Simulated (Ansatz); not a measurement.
Input and command of a calculation in Ansatz (plane waves; scalar-relativistic PAW potentials unless the input names others):

```yaml
crystal:
  lattice:
    - [4.1696419378, 0.0, 0.0]
    - [-2.0848209689, 3.6110158429, 0.0]
    - [0.0, 0.0, 6.7844245077]
  atoms:
    - { symbol: Ge, position: [0.66666667, 0.33333333, 0.067447133] }
    - { symbol: Ge, position: [0.33333333, 0.66666667, 0.567447133] }
    - { symbol: Ge, position: [0.66666667, 0.33333333, 0.432552867] }
    - { symbol: Ge, position: [0.33333333, 0.66666667, 0.932552867] }
basis:
  ecutwfc: 420
kpoints:
  mp_grid: { grid: [12, 12, 6] }
hamiltonian:
  xc: pbesol
scf:
  occupations: { method: gaussian, width: 0.1 }
  mixing: { algorithm: broyden, beta: 0.7, ndim: 2 }
output:
  forces: true
  eigenvalues: true
  stress: true
```

```bash
ansatz run input.yaml --threads 1 --pin off --max-ram 1331MiB --backend cpu --events-out ev --progress --plain --runs-dir out
```

Abridged log:
```
Pseudopotentials: kind: paw
Pseudopotential: Ge, paw, valence charge 14, recommended cutoff 420 eV (normal)
Functional definition: PBEsol
Crystal: 4 atoms, lattice volume = 102.151 Å³
Basis set: ecut = 420 eV, 1985 PW (Γ), exchange–correlation on 60×60×96 points (8 copies of the dense FFT grid, shifted against one another)
Bands: 34, of which v1, the nominal top of the filled ones, is band 28 counted from 1 (27 counted from 0)
Symmetry: 24 space group operations
Space group: P63/mmc (ITA 194), of the structure as read, at distance tolerance 4.7e-5 Å
k-points: 76 of 864
Initial density: superposition of atomic densities (neutral atoms: chi_scale 0, normalization atom), corrected by the library's trained network
Initial wavefunctions: pseudopotential atomic-orbital guess
Functional: x = pbesol(κ = 0.804, μ = 0.12345679), c = pbesol(β = 0.046)
SCF iter   1: F=—  HF=-17013.649590 eV  |F-HF|=—  |Δ(HF+E_count)|=         —  Δρ=2.70e-3  dr2=9.50e-3  ethr=1.77e-3  ⟨swp⟩=5.7  Hψ=9767  notcnv=0
SCF iter   2: F=—  HF=-17013.646159 eV  |F-HF|=—  |Δ(HF+E_count)|=   3.43e-3  Δρ=1.29e-3  dr2=3.24e-3  ethr=1.70e-5  ⟨swp⟩=2.0  Hψ=4733  notcnv=0  κ⁻¹=1.0e0(r=1)
SCF iter   3: F=—  HF=-17013.646175 eV  |F-HF|=—  |Δ(HF+E_count)|=   1.56e-5  Δρ=7.32e-4  dr2=7.94e-4  ethr=5.78e-6  ⟨swp⟩=2.0  Hψ=4522  notcnv=0  κ⁻¹=2.6e-1(r=2)
SCF iter   4: F=—  HF=-17013.645721 eV  |F-HF|=—  |Δ(HF+E_count)|=   4.54e-4  Δρ=3.33e-4  dr2=1.11e-4  ethr=1.42e-6  ⟨swp⟩=2.0  Hψ=4615  notcnv=0  κ⁻¹=2.6e-1(r=2)
SCF iter   5: F=—  HF=-17013.645801 eV  |F-HF|=—  |Δ(HF+E_count)|=   8.00e-5  Δρ=1.75e-4  dr2=3.97e-5  ethr=1.99e-7  ⟨swp⟩=3.0  Hψ=4741  notcnv=0  κ⁻¹=3.8e-2(r=2)
SCF iter   6: F=—  HF=-17013.645851 eV  |F-HF|=—  |Δ(HF+E_count)|=   4.98e-5  Δρ=5.63e-5  dr2=4.30e-6  ethr=7.08e-8  ⟨swp⟩=2.0  Hψ=4617  notcnv=0  κ⁻¹=7.0e-2(r=2)
SCF iter   7: F=—  HF=-17013.645852 eV  |F-HF|=—  |Δ(HF+E_count)|=   1.20e-6  Δρ=3.23e-5  dr2=1.63e-6  ethr=7.67e-9  ⟨swp⟩=2.0  Hψ=4566  notcnv=0  κ⁻¹=3.6e-2(r=2)
SCF iter   8: F=—  HF=-17013.645854 eV  |F-HF|=—  |Δ(HF+E_count)|=   1.96e-6  Δρ=1.81e-5  dr2=5.42e-7  ethr=2.91e-9  ⟨swp⟩=2.0  Hψ=4582  notcnv=0  κ⁻¹=3.8e-1(r=2)
SCF iter   9: F=-17013.645854 eV  HF=-17013.645854 eV  |F-HF|=5.00e-8  |Δ(HF+E_count)|=   2.22e-7  Δρ=7.58e-6  dr2=5.71e-8  ethr=1.79e-10  ⟨swp⟩=6.2  Hψ=10999  notcnv=0
SCF 1 converged in 9 iterations: F = -17013.645854 eV  dr2 = 5.71e-8
SCF converged after 9 iterations
Stability not checked: this state was not tested for a lower state beside it, because the mixer in use, unlike msr1, does not test its closes by its own steps (another_mixer; see scf.mixing.algorithm and scf.lower_state_search)
Free energy (F): -17013.645854 eV
Harris-Foulkes:  -17013.645854 eV  (|F-HF|=5.00e-8)
Internal energy: -17013.644071 eV  (E = F + TS)
E sigma→0 (E₀):  -17013.644963 eV
Entropy (-TS):   -0.001783 eV (-0.446 meV/atom)
Fermi energy:    7.039877 eV
--- Forces (eV/Å), atoms counted from 1 ---
  atom   1  Ge     0.00000000     0.00000000    -0.71607459
  atom   2  Ge     0.00000000     0.00000000    -0.71607459
  atom   3  Ge     0.00000000     0.00000000     0.71607459
  atom   4  Ge     0.00000000     0.00000000     0.71607459
--- Stress (GPa, compression-positive) ---
       -6.936087       0.000000       0.000000
        0.000000      -6.936087       0.000000
        0.000000       0.000000      -3.260025
  P = ⅓ Tr σ = -5.7107 GPa (-57.107 kbar)
```

Apart from outputs and empty bands, the input differs from a reference run on usual settings in scf.mixing.algorithm: not typed → "broyden"; scf.mixing.beta: not typed → 0.7; scf.mixing.ndim: not typed → 2. The reference, at the same geometry (not necessarily relaxed), gave pressure -5.71 GPa, largest force 0.716 eV/Å, no gap on the mesh. This run converged in 9 SCF iterations (reference: 8) with an energy at zero smearing within 0.01 meV/atom of the reference's, pressure -5.71 GPa, largest force 0.716 eV/Å, no gap on the mesh.